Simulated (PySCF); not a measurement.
## PbS (Galena) in PySCF: the effect of dispersion

PbS (Galena):

```
Pb S
1.0
     0.00000    2.96575    2.96575
     2.96575    0.00000    2.96575
     2.96575    2.96575    0.00000
Pb S
1 1
Cartesian
  0.0000 0.0000 0.0000
  2.9657 2.9657 2.9657
```

Alike in all runs:

```yaml
Program: PySCF 2.14.0
Task: equation of state
Functional: r2SCAN
Potentials_or_basis: DZVP-MOLOPT-SR/GTH-PBE (potentials made for PBE)
k_mesh: 6 × 6 × 6
Occupations: fermi-dirac, width 0.05 eV
Spin: no spin polarisation
```

Task: One run gave: V0 of scaled cells 26.72 Å³/atom; B0 55 GPa. Which dispersion did it use?
A. D3(BJ)
B. D4
C. D3(BJ) with the three-body term

Result: B.

```csv
dispersion,V0 of scaled cells (Å³/atom),B0 (GPa)
D3(BJ),26.56,57
D4,26.72,55
D3(BJ) with the three-body term,26.65,57
```

Caveats: the potentials were made for another functional, which shifts forces and pressure; meta-GGAs need a finer uniform grid than this; the basis of atomic orbitals isn't converged, which shifts pressures, moduli and gaps; these D3(BJ) parameters were fitted with the three-body term, which the run leaves out (some runs).

Not every run made on this cell is shown here.
